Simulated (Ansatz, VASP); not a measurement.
One calculation of InP, two programs

Contents of INCAR:

```
PREC     = Accurate       # precision mode
ENCUT    = 600            # plane-wave cutoff, eV
EDIFF    = 1E-6           # SCF threshold, eV
ISMEAR   = -1             # smearing method
SIGMA    = 0.1            # smearing width, eV
LREAL    = False          # projectors in reciprocal space
LASPH    = True           # aspherical terms in the spheres
NELM     = 60             # most SCF steps
ALGO     = Normal         # electronic algorithm
ISIF     = 3              # what is computed and relaxed
LWAVE    = False          # write WAVECAR
LCHARG   = False          # write CHGCAR
GGA      = PS             # functional
IBRION   = 2              # ionic algorithm
NSW      = 60             # ionic steps
EDIFFG   = -0.005         # ionic threshold
```

Contents of KPOINTS:

```
Automatic mesh
0
Gamma
  13 13 13
```

File POSCAR:

```
InP
1.0
    0.0000000000      2.5708039839      2.5708039839
    2.5708039839      0.0000000000      2.5708039839
    2.5708039839      2.5708039839      0.0000000000
In P
1 1
Direct
    0.0000000000      0.0000000000      0.0000000000
    0.5000000000      0.5000000000      0.5000000000
```

Input for Ansatz:

```yaml
crystal:
  lattice:
    - [0.0, 2.5708039839, 2.5708039839]
    - [2.5708039839, 0.0, 2.5708039839]
    - [2.5708039839, 2.5708039839, 0.0]
  atoms:
    - { symbol: In, position: [0.0, 0.0, 0.0] }
    - { symbol: P, position: [0.5, 0.5, 0.5] }
kpoints:
  mp_grid: { grid: [13, 13, 13] }
scf:
  occupations: { method: fermi_dirac, width: 0.1 }
hamiltonian:
  xc: pbesol
  pseudopotentials: { kind: paw }
output:
  forces: true
  stress: true
  write_density: true
  write_potential: true
  elf: true
  volumetric_format: npy
relax:
  f_tol: 0.005
  max_steps: 40
  cell: {}
```

Alike in both runs: task relaxation of cell and atoms; functional PBEsol; k mesh 13 × 13 × 13; occupations fermi-dirac, width 0.1 eV; no spin polarisation.

```csv
,VASP,Ansatz
version,VASP 6.6.1,Ansatz 0.2.0
potentials or method,"VASP PAW PBE potentials, release 64 (In_d, P)","PAW with Ansatz's default frozen-core files, scalar-relativistic"
plane-wave cutoff (eV),600,420
valence electrons in the cell,18,18
```

Ansatz gave:

* relaxed volume (Å³/atom): 20.34
* relaxed cell length with the largest relative difference (Å): 3.861
* energy change over the relaxation (meV/atom): -205

Task: Which values does VASP return?

Result: Relaxed volume (Å³/atom): 20.35; relaxed cell length with the largest relative difference (Å): 3.861; energy change over the relaxation (meV/atom): -206.

Caveats: the volume moved by over 15 % at a fixed basis, so the end points are rough (VASP); the PAW data sets were made with another functional, which shifts forces and pressure a little (VASP).
